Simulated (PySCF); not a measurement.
Isomers of C5H12: computed energies against enthalpies of formation

**Experimental background.**

From CRC Handbook of Chemistry and Physics, for the gas at 298.15 K: enthalpy of formation of `CC(C)(C)C` (neopentane) -168 kJ/mol; enthalpy of formation of `CCC(C)C` (isopentane) -153.6 kJ/mol; enthalpy of formation of `CCCCC` (pentane) -146.9 kJ/mol.

The results are set against them at the end.

Differences of these values give the isomerisation enthalpies. Geometries: GFN2-xTB; runs in PySCF, gas phase, with a dispersion term only where the level names one. Total electronic energies (Eh):

```csv
SMILES,PBE0/pcSseg-1
CC(C)(C)C,-197.49206
CCC(C)C,-197.48863
CCCCC,-197.48825
```

Zero-point and thermal terms are left out, so the computed numbers are electronic energies.

**Comparison with experiment**

Relative to `CC(C)(C)C`, the lowest by measurement, in kJ/mol (measured: enthalpies at 298.15 K; computed: electronic energies):

```json
{"SMILES": "CC(C)(C)C", "measured": "0.0", "PBE0/pcSseg-1": "0.0"}
{"SMILES": "CCC(C)C", "measured": "14.4", "PBE0/pcSseg-1": "9.0"}
{"SMILES": "CCCCC", "measured": "21.1", "PBE0/pcSseg-1": "10.0"}
```

Measured values: -168 kJ/mol (298.15 K; CRC Handbook of Chemistry and Physics) for the first row; the others come from the same table. Mean unsigned miss over the other isomers: PBE0/pcSseg-1 8.2 kJ/mol. One conformer stands for `CCC(C)C` and `CCCCC`, not necessarily the lowest, while the measurement averages over conformers. Where a level misses, the cause wasn't examined.
